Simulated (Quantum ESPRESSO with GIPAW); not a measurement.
## Solid-state NMR of SnO2 by GIPAW

Wanted: NMR shieldings for each site of SnO2.

Method: DFT, PBEsol, plane-wave PAW (pslibrary 1.0.0 recipes), scalar-relativistic, GIPAW; a patched development version of the program, in Quantum ESPRESSO with GIPAW 8.0dev (patched build).

### Step 1. The starting structure

Symmetry: P6_3/mmc, No. 194, hexagonal system. The conventional cell has a = 3.231 Å, b = 3.231 Å, c = 10.791 Å, α = 90.00°, β = 90.00°, γ = 120.00°. Nearest to Sn lie 6 O at 2.11 Å. Nearest to O lie 3 Sn at 2.11 Å. Farther neighbours and most contacts between anions are not listed.

The cell is a computed entry of the Materials Project; it need not be the form that is stable at ambient conditions.

This structure had its atoms relaxed beforehand (DFT, PBEsol, plane-wave PAW (pslibrary 1.0.0 recipes), Quantum ESPRESSO with GIPAW), starting from the database entry, since shieldings follow bond lengths closely.

### Step 2. The SCF step

First the ground state. The response equations take the occupied wavefunctions as exact, so conv_thr is set much tighter than for an energy. No empty states are asked for: the response is solved without them. The mesh has a spacing of 0.19 Å⁻¹ at most. The PAW files were made with ld1.x from the pslibrary 1.0.0 recipes, with GIPAW reconstruction switched on.

File scf.in:

```
&control
  calculation = 'scf'
  prefix = 'x'
  outdir = './tmp/'
  pseudo_dir = './'
/
&system
  ibrav = 0
  nat = 6
  ntyp = 2
  ecutwfc = 55
  ecutrho = 330
  nbnd = 26
/
&electrons
  conv_thr = 1.0d-10
  mixing_beta = 0.7
  electron_maxstep = 100
/
ATOMIC_SPECIES
  Sn 118.710 Sn.pbesol-dn-kjpaw_psl.1.0.0-gipaw.UPF
  O 15.999 O.pbesol-n-kjpaw_psl.1.0.0-gipaw.UPF
CELL_PARAMETERS angstrom
  3.23057562 0.00000000 0.00000000
  -1.61528781 2.79776055 0.00000000
  0.00000000 0.00000000 10.79056200
ATOMIC_POSITIONS crystal
  Sn 0.00000000 0.00000000 0.00000000
  Sn 0.00000000 -0.00000000 0.50000000
  O 0.33333333 0.66666667 0.90783750
  O 0.33333333 0.66666667 0.59216250
  O 0.66666667 0.33333333 0.09216250
  O 0.66666667 0.33333333 0.40783750
K_POINTS automatic
  12 12 4 0 0 0
```

Command:

```bash
> mpirun -np 4 pw.x -nk 4 -in scf.in > scf.out
```

Log:

```text
using ibrav=0 with symmetry is DISCOURAGED, use correct ibrav instead

     bravais-lattice index     =            0
     lattice parameter (alat)  =       6.1049  a.u.
     unit-cell volume          =     658.1594 (a.u.)^3
     number of atoms/cell      =            6
     number of atomic types    =            2
     number of electrons       =        52.00
     number of Kohn-Sham states=           26
     kinetic-energy cutoff     =      55.0000  Ry
     charge density cutoff     =     330.0000  Ry
     scf convergence threshold =      1.0E-10
     mixing beta               =       0.7000
     number of iterations used =            8  plain     mixing
     Exchange-correlation= SLA-PW-PSX-PSC
                           (   1   4  10   8   0   0   0)
[...]
Sn               14.00   118.71000     Sn( 1.00)
     O                 6.00    15.99900     O ( 1.00)

     24 Sym. Ops., with inversion, found (12 have fractional translation)
[...]
number of k points=    57
[...]
Dense  grid:    66699 G-vectors     FFT dimensions: (  36,  36, 120)

     Smooth grid:    36283 G-vectors     FFT dimensions: (  30,  30, 100)

     Check: negative core charge=   -0.000003

     Initial potential from superposition of free atoms

     starting charge      51.9975, renormalised to      52.0000
     Starting wfcs are   34 randomized atomic wfcs

     Self-consistent Calculation

     iteration #  1     ecut=    55.00 Ry     beta= 0.70
     Davidson diagonalization with overlap
     ethr =  1.00E-02,  avg # of iterations =  1.0

     total energy              =   -1036.67683966 Ry
     estimated scf accuracy    <       1.75486641 Ry

     iteration #  2     ecut=    55.00 Ry     beta= 0.70
     Davidson diagonalization with overlap
     ethr =  3.37E-03,  avg # of iterations =  6.0

     total energy              =   -1037.53124023 Ry
     estimated scf accuracy    <       2.00445385 Ry

     iteration #  3     ecut=    55.00 Ry     beta= 0.70
     Davidson diagonalization with overlap
     ethr =  3.37E-03,  avg # of iterations =  2.0

     total energy              =   -1037.34093442 Ry
     estimated scf accuracy    <       0.52030085 Ry

[...]
total energy              =   -1037.81801848 Ry
[...]
iteration # 50     ecut=    55.00 Ry     beta= 0.70
     Davidson diagonalization with overlap
     ethr =  3.94E-13,  avg # of iterations =  2.8

     total energy              =   -1037.81801848 Ry
     estimated scf accuracy    <          7.1E-10 Ry

     iteration # 51     ecut=    55.00 Ry     beta= 0.70
     Davidson diagonalization with overlap
     ethr =  3.94E-13,  avg # of iterations =  5.8

     End of self-consistent calculation
     [one-electron energies left out]

!    total energy              =   -1037.81801848 Ry
     total all-electron energy =    -25298.589607 Ry
     estimated scf accuracy    <          3.0E-11 Ry

     The total energy is the sum of the following terms:
     one-electron contribution =    -278.24102218 Ry
     hartree contribution      =     174.21319281 Ry
     xc contribution           =    -124.98683479 Ry
     ewald contribution        =    -220.18812294 Ry
     one-center paw contrib.   =    -588.61523138 Ry

     convergence has been achieved in  51 iterations
[...]
JOB DONE.
```

The job ended after 2.9 min (4 MPI ranks of Arm Neoverse V2, shared host; peak memory 0.72 GiB).

It converged in 51 cycles to an estimated accuracy of 3e-11 Ry, on 57 irreducible k-points.

### Step 3. Magnetic response

A uniform field breaks periodicity, so gipaw.x applies it as a wave of small q and takes the limit. It solves for the first-order states, builds the induced current and gets the field at each nucleus by Biot–Savart; the PAW spheres add what the smooth waves miss near the nuclei. pawproj makes the reconstruction use the PAW data sets' own projectors.

File nmr.in:

```
&inputgipaw
  job = 'nmr'
  prefix = 'x'
  tmp_dir = './tmp/'
  restart_mode = 'from_scratch'
  verbosity = 'low'
  q_gipaw = 0.01
  spline_ps = .true.
  conv_threshold = 1.0d-11
  use_nmr_macroscopic_shape = .false.
  pawproj(1) = .true.
  pawproj(2) = .true.
/
```

Command:

```bash
> mpirun -np 4 gipaw.x -in nmr.in > nmr.out
```

Log:

```text
[banner, memory and clock lines left out]
[a note of our patched build left out]

     Parallelizing q-star over 1 images

     IMPORTANT: XC functional enforced from input :
     Exchange-correlation= PBESOL
                           (   1   4  10   8   0   0   0)
     Any further DFT definition will be discarded
     Please, verify this is what you really want

     Check: negative core charge=   -0.000003
[...]
WARNING: some symmetry operations do not permute x, y and z, so the susceptibility and the shape term are
     wrong: all shieldings move alike (in wurtzite BN nosym gave 13 and 6 ppm more at 3 and 6 points an axis).
     Run pw.x with nosym, and raise the mesh until the susceptibility stays

     alpha_pv=     41.2182 eV

     spline_ps is .false., expect some extrapolation errors

     q-space interpolation up to    66.00 Rydberg

     GIPAW job: nmr
     NMR macroscopic correction: no
[...]
Computing the magnetic susceptibility     isolve=0    ethr=  0.1000E-10
     Starting from scratch
     k-point #    1 of    57      pool #  1    cpu time:       0.9
[...]
End of magnetic susceptibility calculation

     f-sum rule (1st term):
           -44.6634         -0.0000          0.0000
            -0.0000        -44.6634         -0.0000
             0.0000         -0.0000        -44.5852

     f-sum rule (2nd term):
            -0.6267         -0.0000          0.0000
            -0.0000         -0.6267          0.0000
            -0.0000          0.0000         -0.7050

     f-sum rule (should be   -45.2870):
           -45.2901         -0.0000          0.0000
            -0.0000        -45.2901         -0.0000
             0.0000         -0.0000        -45.2902

[... susceptibilities left out ...]
     Contributions to the NMR chemical shifts: -------------------------------

     Macroscopic shape contribution in ppm:                    0.00
             0.0000          0.0000          0.0000
             0.0000          0.0000          0.0000
             0.0000          0.0000          0.0000

     Core contribution in ppm:

     Atom  1  Sn  pos: (  0.000000  0.000000  0.000000)  core sigma:        5052.50
     Atom  2  Sn  pos: (  0.000000  0.000000  1.670068)  core sigma:        5052.50
     Atom  3  O   pos: ( -0.000000  0.577350  3.032301)  core sigma:         270.50
     Atom  4  O   pos: ( -0.000000  0.577350  1.977903)  core sigma:         270.50
     Atom  5  O   pos: (  0.500000  0.288675  0.307835)  core sigma:         270.50
     Atom  6  O   pos: (  0.500000  0.288675  1.362233)  core sigma:         270.50

     Bare contribution in ppm:

     Atom  1  Sn  pos: (  0.000000  0.000000  0.000000)  bare sigma:          91.19
[...]
Atom  2  Sn  pos: (  0.000000  0.000000  1.670068)  bare sigma:          91.19
[...]
Atom  3  O   pos: ( -0.000000  0.577350  3.032301)  bare sigma:         -11.08
[...]
Atom  4  O   pos: ( -0.000000  0.577350  1.977903)  bare sigma:         -11.08
[...]
Atom  5  O   pos: (  0.500000  0.288675  0.307835)  bare sigma:         -11.08
[...]
Atom  6  O   pos: (  0.500000  0.288675  1.362233)  bare sigma:         -11.08
[...]
Diamagnetic contribution in ppm:

     Atom  1  Sn  pos: (  0.000000  0.000000  0.000000)  dia sigma:         104.19
[...]
Atom  2  Sn  pos: (  0.000000  0.000000  1.670068)  dia sigma:         104.19
[...]
Atom  3  O   pos: ( -0.000000  0.577350  3.032301)  dia sigma:          16.96
[...]
Atom  4  O   pos: ( -0.000000  0.577350  1.977903)  dia sigma:          16.96
[...]
Atom  5  O   pos: (  0.500000  0.288675  0.307835)  dia sigma:          16.96
[...]
Atom  6  O   pos: (  0.500000  0.288675  1.362233)  dia sigma:          16.96
[...]
Paramagnetic contribution in ppm:

     Atom  1  Sn  pos: (  0.000000  0.000000  0.000000)  para sigma:        -248.34
[...]
Atom  2  Sn  pos: (  0.000000  0.000000  1.670068)  para sigma:        -248.34
[...]
Atom  3  O   pos: ( -0.000000  0.577350  3.032301)  para sigma:         -62.54
[...]
Atom  4  O   pos: ( -0.000000  0.577350  1.977903)  para sigma:         -62.54
[...]
Atom  5  O   pos: (  0.500000  0.288675  0.307835)  para sigma:         -62.54
[...]
Atom  6  O   pos: (  0.500000  0.288675  1.362233)  para sigma:         -62.54
[...]
Paramagnetic US occ-occ contribution in ppm:

     Atom  1  Sn  pos: (  0.000000  0.000000  0.000000)  para_oo sigma:          -8.16
[...]
Atom  2  Sn  pos: (  0.000000  0.000000  1.670068)  para_oo sigma:          -8.16
[...]
Atom  3  O   pos: ( -0.000000  0.577350  3.032301)  para_oo sigma:          -0.82
[...]
Atom  4  O   pos: ( -0.000000  0.577350  1.977903)  para_oo sigma:          -0.82
[...]
Atom  5  O   pos: (  0.500000  0.288675  0.307835)  para_oo sigma:          -0.82
[...]
Atom  6  O   pos: (  0.500000  0.288675  1.362233)  para_oo sigma:          -0.82
[...]
Paramagnetic US L_R Q_R contribution in ppm:

     Atom  1  Sn  pos: (  0.000000  0.000000  0.000000)  para_lq sigma:       -2166.21
[...]
Atom  2  Sn  pos: (  0.000000  0.000000  1.670068)  para_lq sigma:       -2166.21
[...]
Atom  3  O   pos: ( -0.000000  0.577350  3.032301)  para_lq sigma:        -238.97
[...]
Atom  4  O   pos: ( -0.000000  0.577350  1.977903)  para_lq sigma:        -238.97
[...]
Atom  5  O   pos: (  0.500000  0.288675  0.307835)  para_lq sigma:        -238.97
[...]
Atom  6  O   pos: (  0.500000  0.288675  1.362233)  para_lq sigma:        -238.97
[...]
Total NMR chemical shifts in ppm: ---------------------------------------
     (adopting the Simpson convention for anisotropy and asymmetry)-----------

     Atom  1  Sn  pos: (  0.000000  0.000000  0.000000)  Total sigma:        2825.16
          2840.3214         -0.0000         -0.0000
            -0.0000       2840.3214         -0.0000
            -0.0000         -0.0000       2794.8349

     Sn      1    anisotropy:    -45.49    eta:    0.0000
[...]
Atom  2  Sn  pos: (  0.000000  0.000000  1.670068)  Total sigma:        2825.16
[... its tensor is left out ...]
     Atom  3  O   pos: ( -0.000000  0.577350  3.032301)  Total sigma:         -25.94
            -7.3650          0.0000          0.0000
             0.0000         -7.3650         -0.0000
             0.0000         -0.0000        -63.0910

     O       3    anisotropy:    -55.73    eta:    0.0000
[...]
Atom  4  O   pos: ( -0.000000  0.577350  1.977903)  Total sigma:         -25.94
[... its tensor is left out ...]
     Atom  5  O   pos: (  0.500000  0.288675  0.307835)  Total sigma:         -25.94
[... its tensor is left out ...]
     Atom  6  O   pos: (  0.500000  0.288675  1.362233)  Total sigma:         -25.94
[... its tensor is left out ...]
```

It took 15 min on 4 MPI ranks; peak memory 0.38 GiB; 60 min of CPU time.

The f-sum rule is met to 0.0032 of 45.3 (0.007 %). Converged shieldings require that this miss be small, but a small miss does not prove them. gipaw.x warns that with these symmetry operations the susceptibility and the shape term are unreliable; the other terms are not touched.

From the symmetric part of each tensor, with principal values σ11 ≤ σ22 ≤ σ33: σ_iso is their mean, the span is σ33 − σ11 and the skew 3(σ_iso − σ22)/span. (gipaw.x prints an anisotropy in another convention.)

```
site  atom no.  atoms in cell  σ_iso (ppm)  span (ppm)   skew
  Sn         1              2         2825          45  -1.00
   O         3              4        -25.9        55.7  -1.00
```

The macroscopic shape term is switched off. For a spherical sample the valence susceptibility of this run would add about 8 ppm to every site, a rough estimate, since the susceptibility converges slowly and lacks part of the PAW terms, above all in hexagonal and trigonal cells. Differences within the crystal don't depend on it, but shieldings of different compounds can't be compared to better than a few ppm without it.

An axis of order three or more runs through Sn and O, so two principal values coincide and the skew is ±1. In this run the largest span is that of O (site symmetry 3m), with principal values -63.1, -7.4 and -7.4 ppm.

How the isotropic values are made up (ppm). The core part is that of the free atom's core; bare is the current of the smooth valence states; the last two are what the PAW spheres add to the diamagnetic and the paramagnetic current:

```
site    core   bare  reconstruction, dia  reconstruction, para
  Sn  5052.5   91.2                104.2               -2422.7
   O   270.5  -11.1                 17.0                -302.3
```

17O also has a quadrupolar coupling here. It is not given: on PAW files the efg job of this gipaw.x leaves out the augmentation charge of neighbouring atoms and can miss by tens of per cent.

### Step 4. From shieldings to shifts

Covalently bonded atoms count as neighbours within 1.18 times the sum of their radii. Otherwise a cation's neighbours lie within 1.2 times its shortest bond (1.3 for large cations, each anion's radius taken off where they differ), and an anion's are the cations that count it.

```
site  atom no.  atoms in cell  surroundings  bonds (Å)  σ_iso (ppm)
  Sn         1              2          SnO6      2.114         2825
   O         3              4  bound to Sn3      2.114        -25.9
```

Simulated spectrum: 119Sn static powder, 11.7 T (186.8 MHz), lines broadened by 3 ppm; the axis counts ppm from the isotropic position of Sn, as −Δσ; rigid lattice, with dipolar and J couplings left out.

offset (ppm), intensity and a bar:
```
     44.1       0.00 
     41.9       0.00 
     39.6       0.00 
     37.3       0.00 
     35.2       0.00 
     33.0       0.01 
     30.7       0.07 ##
     28.6       0.16 #####
     26.3       0.18 #####
     24.1       0.19 ######
     22.0       0.19 ######
     19.7       0.20 ######
     17.4       0.21 ######
     15.2       0.22 ######
     13.1       0.22 #######
     10.8       0.23 #######
      8.5       0.24 #######
      6.4       0.26 ########
      4.2       0.27 ########
      1.9       0.29 #########
     -0.2       0.31 #########
     -2.5       0.34 ##########
     -4.7       0.37 ###########
     -7.0       0.42 #############
     -9.1       0.49 ###############
    -11.4       0.63 ###################
    -13.6       0.96 #############################
    -14.1       1.00 ##############################
    -15.7       0.65 ###################
    -18.0       0.08 ##
    -20.3       0.02 #
    -22.4       0.01 
    -24.6       0.01 
    -26.9       0.00 
    -29.0       0.00
```

Most prominent maxima (ppm: height): -14.1: 1.00.

### Step 5. What came out

- 17O shielding without shape term: -25.9 ppm
- 119Sn shielding without shape term: 2825 ppm

17O has one site (bound to Sn3), with isotropic shielding -25.9 ppm (shape term left out). A shift needs a reference, δ = σ_ref − σ, fixed on measured compounds; for 17O of this kind at this level too few were at hand, or they scattered too widely about a line, so none is given. No sound run at another cutoff or mesh is at hand, so convergence rests on the f-sum rule and on experience with these files. Spin-orbit coupling is missing, which matters for Sn and for the light atoms bound to such centres. The scalar-relativistic files are used with non-relativistic response operators, which weighs most on the heavy atoms' own shieldings. This build of gipaw.x prints that it is not audited and that its numbers are no references by themselves. It also reports spline_ps as false although the input sets it; why was not traced.

[Banner, clock, file and message-heading lines were taken out of the pw.x and gipaw.x logs.]

[Logs are printed without paths, hosts, clocks, repeated set-up lines and the standing remarks that a program may print on its own settings, such as how far it seeks lower states.]

[Hosts, paths, dates, database ids (printed as entryN), source tags and the programs' standing remarks are cut or masked in the printed files.]

[Where no reference line passes its bar on scatter, no shift is given, so a measured shift of this compound may stand uncompared.]
